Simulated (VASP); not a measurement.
# C (Fd-3m) in VASP: notebook

Runs on C. Level: LDA. Tasks: single point.

All numbers are computed with VASP 6.6.1; they aren't measurements. Logs are shortened: lines on timing, memory, paths and dates and some standing lists are left out, and cuts for length are marked.

### 1 The undisturbed crystal

Symmetry: Fd-3m, No. 227, cubic system. Conventional cell: a = 3.567 Å, b = 3.567 Å, c = 3.567 Å, α = 90.00°, β = 90.00°, γ = 90.00°. Around C (site symmetry -43m) lie 4 C at 1.54 Å.

This isn't the form of C at room conditions, which is graphite.

### 2 Single point, LDA (grid = ENCUT=650 dk=0.45 cell=3x3x2 ISMEAR=0 SIGMA=0.05 LREAL=Auto EDIFF=1e-06)

INCAR reads:

```
SYSTEM = C
PREC     = Accurate       ! precision mode
ENCUT    = 650            ! plane-wave cutoff, eV
EDIFF    = 1E-6           ! SCF threshold, eV
ISMEAR   = 0              ! smearing method
SIGMA    = 0.05           ! smearing width, eV
LREAL    = Auto         
LASPH    = .TRUE.         ! aspherical terms in the spheres
NELM     = 120            ! most SCF steps
ALGO     = Fast           ! electronic algorithm
ISIF     = 2              ! what is computed and relaxed
LWAVE    = .FALSE.        ! write WAVECAR
LCHARG   = .FALSE.        ! write CHGCAR
GGA      = CA             ! functional
NBANDS   = 84             ! bands
NCORE    = 1            
KPAR     = 2
```

KPOINTS reads:

```
regular mesh
0
G
  3 3 4
  0 0 0
```

POSCAR reads:

```
C
1.0
    0.0000000000      5.3501100000      5.3501100000
    5.3501100000      0.0000000000      5.3501100000
    3.5667400000      3.5667400000      0.0000000000
C
36
Direct
    0.2500000000      0.2500000000      0.3750000000
    0.2500000000      0.2500000000      0.8750000000
    0.2500000000      0.5833333333      0.3750000000
    0.2500000000      0.5833333333      0.8750000000
    0.2500000000      0.9166666667      0.3750000000
    0.2500000000      0.9166666667      0.8750000000
    0.5833333333      0.2500000000      0.3750000000
    0.5833333333      0.2500000000      0.8750000000
    0.5833333333      0.5833333333      0.3750000000
    0.5833333333      0.5833333333      0.8750000000
    0.5833333333      0.9166666667      0.3750000000
    0.5833333333      0.9166666667      0.8750000000
    0.9166666667      0.2500000000      0.3750000000
    0.9166666667      0.2500000000      0.8750000000
    0.9166666667      0.5833333333      0.3750000000
    0.9166666667      0.5833333333      0.8750000000
    0.9166666667      0.9166666667      0.3750000000
    0.9166666667      0.9166666667      0.8750000000
    0.1666666667      0.1666666667      0.2500000000
    0.1666666667      0.1666666667      0.7500000000
    0.1666666667      0.5000000000      0.2500000000
    0.1666666667      0.5000000000      0.7500000000
    0.1666666667      0.8333333333      0.2500000000
    0.1666666667      0.8333333333      0.7500000000
    0.5000000000      0.1666666667      0.2500000000
    0.5000000000      0.1666666667      0.7500000000
    0.5000000000      0.5000000000      0.2500000000
    0.5000000000      0.5000000000      0.7500000000
    0.5000000000      0.8333333333      0.2500000000
    0.5000000000      0.8333333333      0.7500000000
    0.8333333333      0.1666666667      0.2500000000
    0.8333333333      0.1666666667      0.7500000000
    0.8333333333      0.5000000000      0.2500000000
    0.8333333333      0.5000000000      0.7500000000
    0.8333333333      0.8333333333      0.2500000000
    0.8333333333      0.8333333333      0.7500000000
```

Potentials or basis: VASP PAW LDA potentials, release 64 (C).

Command:

```console
> cat potpaw_LDA.64/C/POTCAR > POTCAR
> mpirun -np 4 vasp_std > vasp.out
```

OUTCAR:

```text
SYSTEM = C
   PREC = Accurate
   ENCUT = 650
   EDIFF = 1E-6
   ISMEAR = 0
   LREAL = Auto
   LASPH = .TRUE.
   NELM = 120
   ISIF = 2
   GGA = CA

 Found     14 irreducible k-points:

 Following reciprocal coordinates:
            Coordinates               Weight
  0.000000  0.000000  0.000000      1.000000
  0.333333  0.000000  0.000000      4.000000
  0.333333  0.333333  0.000000      2.000000
 -0.333333  0.333333  0.000000      2.000000
  0.000000  0.000000  0.250000      2.000000
  0.333333  0.000000  0.250000      4.000000
   k-points           NKPTS =     14   k-points in BZ     NKDIM =     14   number of bands    NBANDS=     84
   number of dos      NEDOS =    301   number of ions     NIONS =     36
   total plane-waves  NPLWV = 172032
   dimension x,y,z NGX =    64 NGY =   64 NGZ =   42
   dimension x,y,z NGXF=   128 NGYF=  128 NGZF=   84
   ions per type =              36
   NGX,Y,Z   is equivalent  to a cutoff of  14.06, 14.06, 13.84 a.u.
   NGXF,Y,Z  is equivalent  to a cutoff of  28.12, 28.12, 27.68 a.u.
 SYSTEM =  C
   PREC   = accura    normal or accurate (medium, high low for compatibility)
   ISTART =      0    job   : 0-new  1-cont  2-samecut
   ICHARG =      2    charge: 1-file 2-atom 10-const
   ISPIN  =      1    spin polarized calculation?
   LNONCOLLINEAR =      F non collinear calculations
   LSORBIT =      F    spin-orbit coupling
   LASPH  =      T    aspherical Exc in radial PAW
   ENCUT  =  650.0 eV  47.77 Ry    6.91 a.u.  15.73 15.73 10.49*2*pi/ulx,y,z
   NELM   =    120;   NELMIN=  2; NELMDL= -5     # of ELM steps
   EDIFF  = 0.1E-05   stopping-criterion for ELM
   LREAL  =      T    real-space projection
   EDIFFG = 0.1E-04   stopping-criterion for IOM
   NSW    =      0    number of steps for IOM
   IBRION =     -1    ionic relax: 0-MD 1-quasi-New 2-CG
   NFREE  =      0    steps in history (QN), initial steepest desc. (CG)
   ISIF   =      2    stress and relaxation
   ISYM   =      2    0-nonsym 1-usesym 2-fastsym
   POTIM  = 0.5000    time-step for ionic-motion
   TEBEG  =    0.0;   TEEND  =   0.0 temperature during run
   PSTRESS=    0.0 pullay stress
   NELECT =     144.0000    total number of electrons
   NUPDOWN=      -1.0000    fix difference up-down
   EMIN   =  10.00;   EMAX   =-10.00  energy-range for DOS
   EFERMI =   0.00;   METHOD = LEGACY
   ISMEAR =     0;   SIGMA  =   0.05  broadening in eV -4-tet -1-fermi 0-gaus
   EFERMI_NEDOS =   21; number of points for ismear=-14 and -15
   IALGO  =     68    algorithm
   IMIX   =      4    mixing-type and parameters
     AMIX     =   0.40;   BMIX     =  1.00
     AMIX_MAG =   1.60;   BMIX_MAG =  1.00
  volume/ion in A,a.u.               =       5.67        38.28
  Fermi-wavevector in a.u.,A,eV,Ry     =   1.457203  2.753714 28.891161  2.123440
  Thomas-Fermi vector in A             =   2.574032
   LORBIT       =      0    0 simple, 1 ext, 2 COOP (PROOUT), +10 PAW based schemes
   GGA     = CA    functional components
   LHFCALC =     F    Hartree Fock is set to
   AEXX    =    0.0000 exact exchange contribution
   IVDW    =     0    specifies the selected vdW correction
   LEPSILON=     F    determine dielectric tensor
   LRPA    =     F    only Hartree local field effects (RPA)
 non-spin polarized calculation
 RMM-DIIS sequential band-by-band and
 Gauss-broadening in eV      SIGMA  =   0.05
  energy-cutoff  :      650.00
  volume of cell :      204.19
 maximum number of plane-waves:      7705
   NGX = 31   NGY = 31   NGZ = 21

 number of electron     144.0000000 magnetization

 Free energy of the ion-electron system (eV)
  ---------------------------------------------------
  ext. energy  EPLUGINS =         0.00000000
  ---------------------------------------------------
  free energy    TOTEN  =      -364.42535772 eV

  energy without entropy =     -364.42535772  energy(sigma->0) =     -364.42535772

 E-fermi :   9.9421     XC(G=0): -13.4995

 val. band max:        9.7204642535   @ k =   0.0000   0.0000   0.0000
 cond. band min:      13.8447745663   @ k =   0.0000   0.0000   0.0000
 fundamental gap:      4.1243103127
 Fermi energy:         9.9421177995

 k-point     1 :       0.0000    0.0000    0.0000
  band No.  band energies     occupation
      1     -11.5965      2.00000
      2      -8.5798      2.00000
      3      -8.5798      2.00000
      4      -8.5798      2.00000
      5      -8.5798      2.00000
      6      -7.5795      2.00000
[... 76 lines left out ...]
     83      16.0069      0.00000
     84      17.8496      0.00000

 k-point     2 :       0.3333    0.0000    0.0000
  band No.  band energies     occupation
      1     -11.2554      2.00000
      2     -10.2395      2.00000
      3      -8.9049      2.00000
      4      -8.5690      2.00000
      5      -7.6116      2.00000
      6      -6.8840      2.00000
[... 76 lines left out ...]
     83      16.3741      0.00000
     84      16.5783      0.00000

 k-point     3 :       0.3333    0.3333    0.0000
  band No.  band energies     occupation
      1     -11.1419      2.00000
      2      -9.7895      2.00000
      3      -9.4578      2.00000
      4      -9.4578      2.00000
      5      -7.1009      2.00000
      6      -6.8889      2.00000
[... 76 lines left out ...]
     83      16.7834      0.00000
     84      17.0947      0.00000

 k-point     4 :      -0.3333    0.3333    0.0000
  band No.  band energies     occupation
      1     -10.6895      2.00000
      2     -10.3512      2.00000
      3     -10.3512      2.00000
      4      -8.0325      2.00000
      5      -6.7469      2.00000
      6      -6.7469      2.00000
[... 76 lines left out ...]
     83      16.0953      0.00000
     84      16.1418      0.00000

 k-point     5 :       0.0000    0.0000    0.2500
  band No.  band energies     occupation
      1     -11.1650      2.00000
      2      -8.8992      2.00000
      3      -8.8992      2.00000
      4      -8.6471      2.00000
      5      -8.2902      2.00000
      6      -7.8107      2.00000
[... 76 lines left out ...]
     83      16.3584      0.00000
     84      16.4053      0.00000

 k-point     6 :       0.3333    0.0000    0.2500
  band No.  band energies     occupation
      1     -11.0799      2.00000
      2      -9.4803      2.00000
      3      -9.3140      2.00000
      4      -8.5293      2.00000
      5      -7.9503      2.00000
      6      -7.2609      2.00000
[... 76 lines left out ...]
     83      17.2567      0.00000
     84      17.3318      0.00000

 [... further k-points ...]

------------------------ aborting loop because EDIFF is reached ----------------------------------------

  FORCE on cell =-STRESS in cart. coord.  units (eV):
  Direction    XX          YY          ZZ          XY          YZ          ZX
  --------------------------------------------------------------------------------------
  -------------------------------------------------------------------------------------
  Total      -16.0313482    -16.0313482    -16.0640704      0.0286334     -0.0063407     -0.0063407
  in kB     -125.7922132   -125.7922132   -126.0489725      0.2246761     -0.0497534     -0.0497534
  external PRESSURE =    -125.8777997 kB  Pullay stress =       0.0000000 kB

 VOLUME and BASIS-vectors are now :
 -----------------------------------------------------------------------------
  energy-cutoff  :      650.00
  volume of cell :      204.19
      direct lattice vectors                 reciprocal lattice vectors
     0.000000000  5.350110000  5.350110000    -0.093456022  0.093456022  0.093456022
     5.350110000  0.000000000  5.350110000     0.093456022 -0.093456022  0.093456022
     3.566740000  3.566740000  0.000000000     0.140184034  0.140184034 -0.140184034

 POSITION                                       TOTAL-FORCE (eV/Angst)
 -----------------------------------------------------------------------------------
      2.67505      2.67505      2.67505        -0.000492     -0.000492      0.000484
      4.45843      4.45843      2.67505        -0.000492     -0.000492      0.000484
      4.45842      2.67505      4.45842        -0.000492     -0.000492      0.000484
      6.24179      4.45843      4.45842        -0.000492     -0.000492      0.000484
      6.24180      2.67505      6.24180        -0.000492     -0.000492      0.000484
      8.02517      4.45843      6.24180        -0.000492     -0.000492      0.000484
[... 28 lines left out ...]
      5.35011      5.35011      8.91685         0.000492      0.000492     -0.000484
      7.13348      7.13348      8.91685         0.000492      0.000492     -0.000484
 -----------------------------------------------------------------------------------
    total drift:                                0.000008      0.000008      0.000001

  FREE ENERGIE OF THE ION-ELECTRON SYSTEM (eV)
  ---------------------------------------------------
  free  energy   TOTEN  =      -364.4253577160 eV

  energy  without entropy=     -364.4253577160  energy(sigma->0) =     -364.42535772
```

Wall time 3.6 min (4 MPI ranks of Intel Xeon Platinum 8259CL at 2.50GHz (Skylake/Cascade Lake), shared host); peak memory 0.33 GiB.

These settings aren't checked as converged: the numbers below hold their error.

What came out:

- Free energy: -364.4254 eV
- Pressure: -12.6 GPa
- Band gap on the k mesh: 4.12 eV

Caveat: an odd mesh through Γ misses points on the zone boundary, where band edges often lie.

### 3 Single point, LDA (grid = ENCUT=400 dk=1.6 cell=2x2x1 ISMEAR=0 SIGMA=0.05 LREAL=Auto EDIFF=1e-06)

INCAR reads:

```
SYSTEM = C
PREC = Accurate
ENCUT = 400
EDIFF = 1E-6
ISMEAR = 0
SIGMA = 0.05
LREAL = Auto
LASPH = .TRUE.
NELM = 120
ALGO = Fast
ISIF = 2
LWAVE = .FALSE.
LCHARG = .FALSE.
GGA = CA
NBANDS = 24
```

KPOINTS reads:

```
Automatic mesh
0
G
  2 2 2
  0 0 0
```

POSCAR reads:

```
C
1.0
    0.0000000000      3.5667400000      3.5667400000
    3.5667400000      0.0000000000      3.5667400000
    1.7833700000      1.7833700000      0.0000000000
C
8
Direct
    0.3750000000      0.3750000000      0.7500000000
    0.3750000000      0.8750000000      0.7500000000
    0.8750000000      0.3750000000      0.7500000000
    0.8750000000      0.8750000000      0.7500000000
    0.2500000000      0.2500000000      0.5000000000
    0.2500000000      0.7500000000      0.5000000000
    0.7500000000      0.2500000000      0.5000000000
    0.7500000000      0.7500000000      0.5000000000
```

Potentials or basis: VASP PAW LDA potentials, release 64 (C).

Command:

```console
> cat potpaw_LDA.64/C/POTCAR > POTCAR
> mpirun -np 1 vasp_std > vasp.out
```

It took 7.2 s on 1 thread of Intel Xeon Platinum 8488C (Sapphire Rapids), shared host; peak memory 0.13 GiB.

The run converged, but some of its settings lie outside the range that counts as converged, so its numbers aren't taken as properties of the crystal.

What came out:

- Free energy: -78.4854 eV
- Band gap on the k mesh: 4.34 eV

Caveat: the k mesh is coarse (spacing up to 1.53 Å⁻¹), so the values aren't converged; the cutoff is under 1.25 times the usual one of these potentials, so pressure, stress and relaxed cells hold a basis-set (Pulay) error; the result breaks the symmetry of the cell; the real-space grid breaks the cell's symmetry a little.

### 4 Single point, LDA (grid = ENCUT=400 dk=0.9 cell=2x2x1 ISMEAR=0 SIGMA=0.05 LREAL=Auto EDIFF=1e-06)

INCAR is that of step 3.

KPOINTS reads:

```
Automatic mesh
0
G
  4 4 4
  0 0 0
```

POSCAR is that of step 3.

Command:

```console
> cat potpaw_LDA.64/C/POTCAR > POTCAR
> mpirun -np 1 vasp_std > vasp.out
```

It took 20 s on 1 thread of Intel Xeon Platinum 8488C (Sapphire Rapids), shared host; peak memory 0.13 GiB.

The run converged, but some of its settings lie outside the range that counts as converged, so its numbers aren't taken as properties of the crystal.

Results:

```
Free energy            : -80.9012 eV
Band gap on the k mesh : 4.08 eV
```

Caveat: the k mesh is coarse (spacing up to 0.76 Å⁻¹), so the values aren't converged; the cutoff is under 1.25 times the usual one of these potentials, so pressure, stress and relaxed cells hold a basis-set (Pulay) error; the result breaks the symmetry of the cell; the real-space grid breaks the cell's symmetry a little.

### 5 Single point, LDA (grid = ENCUT=400 dk=0.6 cell=2x2x1 ISMEAR=0 SIGMA=0.05 LREAL=Auto EDIFF=1e-06)

INCAR is that of step 4.

KPOINTS reads:

```
Automatic mesh
0
G
  6 6 6
  0 0 0
```

POSCAR is that of step 4.

Command:

```console
> cat potpaw_LDA.64/C/POTCAR > POTCAR
> mpirun -np 1 vasp_std > vasp.out
```

Run time: 50 s. Hardware: 1 thread of Intel Xeon Platinum 8488C (Sapphire Rapids), shared host; peak memory 0.14 GiB.

These settings aren't checked as converged: the numbers below hold their error.

Results:

- Free energy: -80.9825 eV
- Band gap on the k mesh: 4.11 eV

Caveat: the k mesh is coarse (spacing up to 0.51 Å⁻¹), so the values aren't converged; the cutoff is under 1.25 times the usual one of these potentials, so pressure, stress and relaxed cells hold a basis-set (Pulay) error; the real-space grid breaks the cell's symmetry a little.
